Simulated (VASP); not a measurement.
## Mg: band structure with MS2

The system is Mg.

```
Mg
1.0
     3.20930    0.00000    0.00000
    -1.60465    2.77934    0.00000
     0.00000    0.00000    5.21030
Mg
2
Direct
  0.66667 0.33333 0.75000
  0.33333 0.66667 0.25000
```

| Property | Result |
| --- | --- |
| Program | VASP 6.6.1 |
| Task | band structure |
| Functional | MS2 |
| Potentials or basis | VASP PAW PBE potentials, release 64 (Mg) |
| Cutoff | 520 eV |
| k mesh | 10 × 10 × 5 |
| Occupations | fermi-dirac, width 0.05 eV |
| Spin | no spin polarisation |
| Further INCAR settings | ALGO = Normal; EDIFF = 1e-06 |

```yaml
Pressure: -1.2 GPa
Band_gap_along_the_path: none (metal or under the smearing width)
```

Stress tensor (GPa, compression positive):
```
-1.85  0.00  0.00
 0.00 -1.85  0.00
 0.00  0.00  0.21
```

Levels at the corners of the path, in eV from the Fermi level:
```tsv
point	band 1	band 2	band 3	band 4	band 5	band 6
Γ	-7.06	-1.65	-1.35	11.14	11.14	11.50
M	-2.25	-2.15	2.76	3.09	3.39	3.62
M	-2.25	-2.15	2.76	3.09	3.39	3.62
K	-0.69	-0.69	-0.55	4.25	4.25	4.46
K	-0.69	-0.69	-0.55	4.25	4.25	4.46
Γ	-7.06	-1.65	-1.35	11.14	11.15	11.50
Γ	-7.06	-1.65	-1.35	11.14	11.15	11.50
A	-5.65	-5.65	5.12	5.12	12.07	12.07
A	-5.65	-5.65	5.12	5.12	12.07	12.07
L	-1.21	-1.21	-0.37	-0.37	8.11	8.11
L	-1.21	-1.21	-0.37	-0.37	8.11	8.16
H	0.04	0.04	0.75	0.75	1.68	1.68
H	0.04	0.04	0.75	0.75	1.68	1.68
A	-5.65	-5.65	5.12	5.12	12.07	12.07
L	-1.21	-1.21	-0.37	-0.37	8.12	8.13
M	-2.25	-2.15	2.76	3.09	3.39	3.62
K	-0.69	-0.69	-0.55	4.25	4.25	4.46
H	0.04	0.04	0.75	0.75	1.68	1.68
```

It took 55 s on 1 thread of Intel(R) Xeon(R) 6975P-C (Granite Rapids), on a shared host, peak memory 0.17 GiB.

Caveat: the PAW data sets were made with another functional, which shifts forces and pressure a little.
